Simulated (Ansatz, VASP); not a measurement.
## One calculation of Sb, two programs

INCAR

```
SYSTEM = Sb
PREC = Accurate ; ENCUT = 520
EDIFF = 1E-7 ; ISMEAR = -1
SIGMA = 0.05 ; LREAL = .False.
LASPH = .True. ; NELM = 60
ALGO = Normal ; ISIF = 2
LWAVE = .False. ; LCHARG = .True.
GGA = PS ; LELF = .True.
LVHAR = .True. ; NBANDS = 12
```

The input KPOINTS:

```
regular mesh
0
Gamma
  9 9 5
  0 0 0
```

Contents of POSCAR:

```
Sb
1.0
    3.3545324186     -0.0670906484      0.0000000000
   -1.7353684151      2.9386556165      0.0000000000
    0.0000000000      0.0000000000      5.4701606500
Sb
2
Direct
    0.6666666667      0.3333333333      0.7500000000
    0.3333333333      0.6666666667      0.2500000000
```

input.yaml

```yaml
crystal:
  lattice:
    - [3.3545324186, -0.0670906484, 0.0]
    - [-1.7353684151, 2.9386556165, 0.0]
    - [0.0, 0.0, 5.47016065]
  atoms:
    - { symbol: Sb, position: [0.6666666667, 0.3333333333, 0.75] }
    - { symbol: Sb, position: [0.3333333333, 0.6666666667, 0.25] }
kpoints:
  mp_grid: { grid: [9, 9, 5] }
  band_path:
    path:
      - [0.0, 0.0, 0.0]
      - [-0.5, 0.5, 0.0]
      - [-0.6661329064, 0.3215055822, 0.0]
      - [-0.5, 0.0, 0.0]
      - [-0.5, 0.0, -0.5]
      - [-0.3338670936, -0.3215055822, -0.5]
      - [0.0, -0.5, -0.5]
      - [0.0, -0.5, 0.0]
    npoints: 6
scf:
  occupations: { method: fermi_dirac, width: 0.05 }
hamiltonian:
  xc: pbesol
  pseudopotentials: { kind: all_electron, lapw: { basis_error: 0.001 } }
output:
  forces: true
  stress: true
  eigenvalues: true
```

Change from the starting cell: strain_shear_xy = -0.04.

Alike in both runs: functional PBEsol; k mesh 9 × 9 × 5; occupations fermi-dirac, width 0.05 eV; no spin polarisation.

|  | VASP | Ansatz |
| --- | --- | --- |
| version | VASP 6.6.1 | Ansatz 0.2.0 |
| potentials or method | VASP PAW PBE potentials, release 64 (Sb) | all-electron LAPW, scalar-relativistic |
| plane-wave cutoff (eV) | 520 | see its input |
| task | single point | band structure |

|  | VASP | Ansatz | Ansatz less VASP |
| --- | --- | --- | --- |
| gap on the k mesh at the Fermi level (eV) | none | none | - |
| pressure (GPa) | -1.5 | -1.5 | +0.03 |
| largest component of the traceless stress (GPa) | 1.23 | 1.22 | -0.013 |
| rms of the force components (eV/Å) | 0.022 | 0.021 | -0.0003 |

Atom by atom the forces differ by 0.000 eV/Å (rms over components). A gap of «none» marks a metal or a gap that the smearing closes. Ansatz ran all-electron here, so the differences hold the error of VASP's frozen core and of both bases.

Caveats: the PAW data sets were made with another functional, which shifts forces and pressure a little (VASP); spin-orbit coupling is left out, which moves the levels of the heavy elements (Ansatz). Spin-orbit coupling is left out, which matters for the levels of Sb.
